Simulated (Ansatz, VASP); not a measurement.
**Two plane-wave programs on MgI**

```
Mg I
1.0
     4.10186    0.00000    0.00000
    -2.05093    3.55231    0.00000
     0.00000    0.00000    4.31453
Mg I
1 1
Cartesian
  0.0000 0.0000 0.0000
  0.0000 2.3682 2.1573
```

Change from the starting cell: species swapped into the PrNd type (P-6m2, No. 187).

Alike in both runs: functional PBE; k mesh 18 × 18 × 10; occupations gaussian, width 0.1 eV; no spin polarisation.

Ansatz relaxed the structure, and its values are those at the end. VASP's run is a single point on that final structure, the one shown.

|  | VASP | Ansatz |
| --- | --- | --- |
| version | VASP 6.6.1 | Ansatz 0.2.0 |
| potentials or method | VASP PAW PBE potentials, release 64 (Mg, I) | scalar-relativistic, plane waves, PAW |
| plane-wave cutoff (eV) | 520 | 420 |
| valence electrons in the cell | 9 | 27 |

```tsv
	VASP	Ansatz	Ansatz less VASP
gap on the k mesh at the Fermi level (eV)	none	none	-
pressure (GPa)	0.0	0.0	+0.04
```

A gap of «none» marks a metal or a gap that the smearing closes. The two sets of potentials don't hold the same shells in valence.

Caveats: an odd number of electrons without spin polarisation forces a metal; a magnetic or distorted state may lie lower. Spin-orbit coupling is left out, which matters for the levels of I.
